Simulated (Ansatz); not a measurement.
## Two Ansatz runs on SrCl2

The geometry is COD entry 1541509, unchecked; take it as a test cell. The listed cell was then made from it by scaling, straining or moving an atom.

First run: DFT, PBE, all-electron PAW with datasets made for the crystal, scalar-relativistic (Ansatz 0.2.0).

Command: `ansatz run input.yaml --threads 1 --pin off --max-ram 4096MiB --backend cpu --events-out ev --progress --plain --runs-dir out` The run took 14 s on 1 thread of Intel(R) Xeon(R) Processor @ 2.70GHz, on a shared host, peak memory 0.53 GiB.

```yaml
crystal:
  lattice:
    - [0.0, 3.4855, 3.4855]
    - [3.4855, 0.0, 3.4855]
    - [3.4855, 3.4855, 0.0]
  atoms:
    - { symbol: Sr, position: [0.0, 0.0, 0.0] }
    - { symbol: Cl, position: [0.2541411562, 0.2541411562, 0.2541411562] }
    - { symbol: Cl, position: [0.75, 0.75, 0.75] }
kpoints:
  mp_grid: { grid: [8, 8, 8] }
scf:
  occupations: { method: fermi_dirac, width: 0.01 }
hamiltonian:
  xc: pbe
  pseudopotentials: { kind: all_electron, datasets: crystal }
output:
  forces: true
  stress: true
  eigenvalues: true
  efg: { contact_densities: true }
```

Result: converged; pressure 1.10 GPa; largest force 0.131 eV/Å; gap on the k mesh 5.35 eV; 7 SCF iterations.

The input is then changed:

```diff
@@ -15,4 +15,5 @@
   xc: pbe
   pseudopotentials: { kind: all_electron, datasets: crystal }
+  dispersion: d3bjatm
 output:
   forces: true
@@ -20,3 +21,5 @@
   eigenvalues: true
   efg: { contact_densities: true }
+basis:
+  xc_grid: 4
```

(1) Predict the outcome of the changed run.

## Answers

(1) It converged; pressure -0.09 GPa; largest force 0.132 eV/Å; gap on the k mesh 5.35 eV; 7 SCF iterations.
